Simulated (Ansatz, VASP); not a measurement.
# Two plane-wave programs on PbS

File INCAR:

```
PREC = Accurate
ENCUT = 520
EDIFF = 1E-7
ISMEAR = 0
SIGMA = 0.1
LREAL = False
LASPH = True
NELM = 100
ALGO = Normal
ISIF = 2
LWAVE = False
LCHARG = True
GGA = PS
LELF = True
LVHAR = True
NBANDS = 28
```

File KPOINTS:

```
regular mesh
0
Gamma
  4 4 4
```

Contents of POSCAR:

```
PbS
1.0
    4.4831194131      0.0000000000      0.0000000000
    0.0000000000      4.4831194131      0.0000000000
    0.0000000000      0.0000000000      5.6648112149
Pb S
2 2
Direct
    0.0000000000      0.5000000000      0.2351000000
    0.5000000000      0.0000000000      0.7649000000
    0.0000000000      0.0000000000      0.0000000000
    0.5000000000      0.5000000000      0.0000000000
```

Input for Ansatz:

```yaml
crystal:
  lattice:
    - [4.4831194131, 0.0, 0.0]
    - [0.0, 4.4831194131, 0.0]
    - [0.0, 0.0, 5.6648112149]
  atoms:
    - { symbol: Pb, position: [0.0, 0.5, 0.2351] }
    - { symbol: Pb, position: [0.5, 0.0, 0.7649] }
    - { symbol: S, position: [0.0, 0.0, 0.0] }
    - { symbol: S, position: [0.5, 0.5, 0.0] }
basis:
  ecutwfc: 420
kpoints:
  mp_grid: { grid: [4, 4, 4] }
hamiltonian:
  xc: pbesol
scf:
  occupations: { method: gaussian, width: 0.1 }
output:
  forces: true
  stress: true
  eigenvalues: true
```

Alike in both runs: task single point; functional PBEsol; k mesh 4 × 4 × 4; occupations gaussian, width 0.1 eV; no spin polarisation.

```csv
,VASP,Ansatz
version,VASP 6.6.1,Ansatz 0.2.0
potentials or method,"VASP PAW PBE potentials, release 64 (Pb_d, S)","scalar-relativistic, plane waves, PAW"
plane-wave cutoff (eV),520,420
valence electrons in the cell,40,40
```

|  | VASP | Ansatz | Ansatz less VASP |
| --- | --- | --- | --- |
| gap on the k mesh at the Fermi level (eV) | none | none | - |
| pressure (GPa) | 10.9 | 10.9 | +0.02 |
| largest component of the traceless stress (GPa) | 5.28 | 5.28 | +0.004 |
| rms of the force components (eV/Å) | 0.748 | 0.743 | -0.0049 |

Atom by atom the forces differ by 0.005 eV/Å (rms over components). A gap of «none» marks a metal or a gap that the smearing closes. The functional is the same, so the differences come from potentials, cutoffs and numerics.

Caveats: the PAW data sets were made with another functional, which shifts forces and pressure a little (VASP); this functional lacks dispersion, which binds the layers, so the pressure and a relaxed spacing across them are unreliable. The runs have no spin-orbit coupling, so splittings on Pb are missing.
